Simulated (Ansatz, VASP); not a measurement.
# Si54HC53 (H_C) in two plane-wave programs, part 2 of 2

Wanted: the spread between two codes on one cell, functional and k mesh. The cell is taken from a series of runs on this material, whose earlier steps may have relaxed, scaled, displaced or heated it; both programs get it as it stands.

VASP 6.6.1 and Ansatz 0.2.0.

So far. Step 2 (VASP: single point, PBEsol, pair 1): The run ends at a pressure of -3.82 GPa, with forces up to 0.27 eV/Å.

## 6. VASP: single point, PBEsol, pair 2

Level of this step: PBEsol; plane waves and PAW (Si, C, H) (VASP).

The same cell, functional, mesh and smearing now go to VASP, with its own data sets.

INCAR

```
SYSTEM = Si54HC53
PREC = Accurate
ENCUT = 520
EDIFF = 1E-06
NELM = 120
ISMEAR = -1
SIGMA = 0.01
LREAL = Auto
ALGO = Normal
GGA = PS
NELECT = 428
NBANDS = 296
LORBIT = 11
LWAVE = .FALSE.
LCHARG = .FALSE.
ISIF = 2
ISYM = 0
LASPH = .TRUE.
GGA_COMPAT = .FALSE.
EFERMI = MIDGAP
KPAR = 4
```

POSCAR

```
Si54HC53
1.0
    9.2359949282      0.0000000000      0.0000000000
   -4.6179974641      7.9986062370      0.0000000000
    0.0000000000      0.0000000000     15.1078644027
Si C H
54 53 1
Direct
    0.1113573647      0.2214037094      0.8329407082
    0.2244805258      0.1118436603      0.3329112612
    0.2183040654      0.1074898703      0.6666742909
[... 1 atom line left out ...]
    0.9966062565      0.9973936280      0.4983687800
[... 2 atom lines left out ...]
    0.2249227843      0.4469596557      0.3330422584
    0.2189334944      0.4434387219      0.6667559836
[... 1 atom line left out ...]
    0.9976888018      0.3332269612      0.4982624328
[... 5 atom lines left out ...]
    0.0078184302      0.6714772802      0.4985806693
[... 1 atom line left out ...]
    0.4441103531      0.2201726771      0.8343954208
    0.5577730322      0.1128826799      0.3321032208
    0.5571278423      0.1122304172      0.6656160774
[... 1 atom line left out ...]
    0.3353740250      0.0030652797      0.4987777718
[... 1 atom line left out ...]
    0.4443658238      0.5551241519      0.8341482033
    0.5589310965      0.4469749821      0.3322503162
    0.5471106669      0.4390621762      0.6751887797
[... 1 atom line left out ...]
    0.3076021104      0.3197550522      0.5017423237
[... 2 atom lines left out ...]
    0.5581154967      0.7797808683      0.3320810920
    0.5573932757      0.7777605490      0.6654354270
[... 1 atom line left out ...]
    0.3364682761      0.6673258662      0.4987073981
[... 5 atom lines left out ...]
    0.6678047827      0.0016673166      0.4984454932
[... 1 atom line left out ...]
    0.7767930486      0.5541541402      0.8328429042
    0.8932645450      0.4476022609      0.3310632987
    0.8893860518      0.4441336079      0.6655538319
[... 1 atom line left out ...]
    0.6806089282      0.3507787101      0.4957897995
[... 2 atom lines left out ...]
    0.8929254558      0.7801490105      0.3310045287
    0.8891881400      0.7778072593      0.6652024385
[... 1 atom line left out ...]
    0.6793457631      0.6633639569      0.4959278252
[... 3 atom lines left out ...]
    0.1107114646      0.2213569597      0.7077564934
[... 1 atom line left out ...]
    0.2154241338      0.1042774869      0.5418791632
[... 5 atom lines left out ...]
    0.2181173022      0.4455038393      0.5418596468
[... 2 atom lines left out ...]
    0.0034716802      0.6693567112      0.3736058427
[... 5 atom lines left out ...]
    0.3357455128      0.0021925863      0.3740482386
    0.4416340972      0.2176861813      0.7083774835
[... 1 atom line left out ...]
    0.5577320950      0.1220139260      0.5407753621
[... 2 atom lines left out ...]
    0.3378793350      0.3359409829      0.3780680083
    0.4423884512      0.5555199911      0.7078285858
[... 3 atom lines left out ...]
    0.3359920114      0.6686039600      0.3740329674
[... 2 atom lines left out ...]
    0.5582150599      0.7716651282      0.5407526656
[... 3 atom lines left out ...]
    0.7785804559      0.2225405976      0.7073480480
[... 4 atom lines left out ...]
    0.6709919332      0.3370043128      0.3722111636
    0.7738870491      0.5528862591      0.7047844023
[... 1 atom line left out ...]
    0.8956762025      0.4497328988      0.5410958652
[... 2 atom lines left out ...]
    0.6708640629      0.6696263579      0.3720013405
    0.7786645675      0.8881598318      0.7073250543
[... 1 atom line left out ...]
    0.8951135920      0.7797224235      0.5407886396
[... 1 atom line left out ...]
    0.4492155136      0.3836960412      0.5738834548
```

KPOINTS

```
Points of the shifted mesh
8
Reciprocal
 0.2500000000  0.2500000000  0.2500000000 1
 0.2500000000  0.2500000000  0.7500000000 1
 0.2500000000  0.7500000000  0.2500000000 1
 0.2500000000  0.7500000000  0.7500000000 1
 0.7500000000  0.2500000000  0.2500000000 1
 0.7500000000  0.2500000000  0.7500000000 1
 0.7500000000  0.7500000000  0.2500000000 1
 0.7500000000  0.7500000000  0.7500000000 1
```

Potentials, in the order of the species: Si, C and H (PBE family, release 64).

On the command line:

```bash
mpirun -np 8 vasp_std
```

Numbers of over 12 decimals in the logs are rounded to 6 here.

Output:

```text
[banner, memory and clock lines left out]
running    8 mpi-ranks, on    1 nodes
[...]
[... a notice as in an earlier step ...]

 [... a notice as in an earlier step ...]

 LDA part: xc-table for (Slater+PW92), standard interpolation
 POSCAR, INCAR and KPOINTS ok, starting setup
[...]
entering main loop
       N       E                     dE             d eps       ncg     rms          rms(c)
DAV:   1     0.123966467884E+04    0.12397E+04   -0.19447E+05  4736   0.131E+03
DAV:   2    -0.802661980429E+03   -0.20423E+04   -0.19211E+04  5768   0.234E+02
DAV:   3    -0.951016897865E+03   -0.14835E+03   -0.14672E+03  5840   0.588E+01
DAV:   4    -0.954323029739E+03   -0.33061E+01   -0.32929E+01  5808   0.957E+00
DAV:   5    -0.954409727604E+03   -0.86698E-01   -0.86571E-01  5808   0.148E+00BRMIX: very serious problems
 the old and the new charge density differ
 old charge density:   429.00000 new  428.00000
BRMIX: very serious problems
 the old and the new charge density differ
 old charge density:   429.00000 new  428.00000
BRMIX: very serious problems
 the old and the new charge density differ
 old charge density:   429.00000 new  428.00000
BRMIX: very serious problems
 the old and the new charge density differ
 old charge density:   429.00000 new  428.00000
    0.639E+01
DAV:   6    -0.862256408897E+03    0.92153E+02   -0.28645E+02  5472   0.218E+01    0.289E+01
DAV:   7    -0.859221239943E+03    0.30352E+01   -0.27795E+01  5944   0.713E+00    0.119E+01
DAV:   8    -0.858565910181E+03    0.65533E+00   -0.21712E+00  5520   0.210E+00    0.369E+00
DAV:   9    -0.858473395698E+03    0.92514E-01   -0.29201E-01  5576   0.861E-01    0.568E-01
[...]
DAV:  14    -0.858475880348E+03   -0.21277E-05   -0.10663E-05  5584   0.600E-03    0.786E-03
DAV:  15    -0.858475881511E+03   -0.11628E-05   -0.24240E-06  3376   0.268E-03    0.277E-03
DAV:  16    -0.858475881638E+03   -0.12722E-06   -0.35916E-07  2936   0.122E-03
   1 F= -.85847588E+03 E0= -.85847588E+03  d E =0.000000E+00
```

Parts of OUTCAR (step 6):

```text
  FREE ENERGIE OF THE ION-ELECTRON SYSTEM (eV)
  ---------------------------------------------------
  free  energy   TOTEN  =      -858.4758816381 eV

  energy  without entropy=     -858.4758816381  energy(sigma->0) =     -858.47588164
```

The run ends at a pressure of -0.98 GPa, with forces up to 0.46 eV/Å.

## 7. Comparison

Both answers:

```tsv
quantity	Ansatz	VASP	difference
gap on the k mesh (eV)	1.249	1.246	+0.004
```

Forces on 9 of the 108 atoms, those with the largest forces and the largest differences (eV/Å; atoms numbered as in POSCAR):

```tsv
atom	Ansatz x, y, z	VASP x, y, z
Si5	-0.125, 0.113, -0.103	-0.126, 0.112, -0.099
Si29	0.070, 0.107, -0.314	0.078, 0.111, -0.312
Si47	-0.232, -0.169, -0.045	-0.240, -0.168, -0.039
Si53	-0.220, -0.098, -0.080	-0.222, -0.109, -0.076
C56	0.082, -0.035, -0.024	0.082, -0.036, -0.038
C59	0.116, -0.065, -0.007	0.124, -0.075, -0.010
C75	-0.025, -0.004, 0.038	-0.022, -0.018, 0.044
C97	0.126, -0.086, -0.096	0.128, -0.084, -0.107
H108	0.149, 0.205, 0.387	0.154, 0.207, 0.386
```

The forces differ by 3.4 meV/Å r.m.s., which is 5.9 % of the r.m.s. force of 0.058 eV/Å (both taken over all components). A gap on the mesh is an upper bound, since the band edges may lie between its points. The cell carries a charge of +1 e against a uniform background, so its pressure also hangs on how the neutralising background is counted, and in a defect's cell a gap may be the spacing between its levels.

## 8. What came out

- r.m.s. force difference (single point, PBEsol, pair 1): 4.3 meV/Å
- r.m.s. force difference (single point, PBEsol, pair 2): 3.4 meV/Å

**Reading.** The r.m.s. force difference is 4.3 meV/Å (single point, PBEsol, pair 1), within the 12 meV/Å picked in this series as the mark of a large difference. Such differences can come from data sets, numerical settings and the points named under the comparisons, not from the functional's error against experiment.

[Lines on the potential files, build, host, timing and source positions are cut from VASP's logs without a mark.]

[Logs are printed without paths, hosts, clocks, repeated set-up lines and the standing remarks that a program may print on its own settings, such as how far it seeks lower states.]

[Hosts, paths, dates, database ids (printed as entryN), source tags and the programs' standing remarks are cut or masked in the printed files.]
